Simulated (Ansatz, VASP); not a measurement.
**Two plane-wave programs on Tl**

```
Tl
1.0
     0.00000    2.46634    2.34302
     2.46634    0.00000    2.34302
     2.46634    2.46634    0.00000
Tl
1
Direct
  0.00000 0.00000 0.00000
```

Change from the starting cell: strain +0.000 along x and y, -0.050 along z, atoms carried along.

Alike in both runs: task single point; functional LDA; k mesh 16 × 16 × 16; occupations gaussian, width 0.15 eV; no spin polarisation.

```csv
,VASP,Ansatz
version,VASP 6.6.1,Ansatz 0.2.0
potentials or method,"VASP PAW LDA potentials, release 64 (Tl_d)","scalar-relativistic, plane waves, PAW"
plane-wave cutoff (eV),520,420
valence electrons in the cell,13,13
```

|  | VASP | Ansatz | Ansatz less VASP |
| --- | --- | --- | --- |
| gap on the k mesh at the Fermi level (eV) | none | none | - |
| pressure (GPa) | -1.9 | -2.0 | -0.04 |
| largest component of the traceless stress (GPa) | 0.29 | 0.27 | -0.020 |

A gap of «none» marks a metal or a gap that the smearing closes.

Spin-orbit coupling is left out, which matters for the levels of Tl.
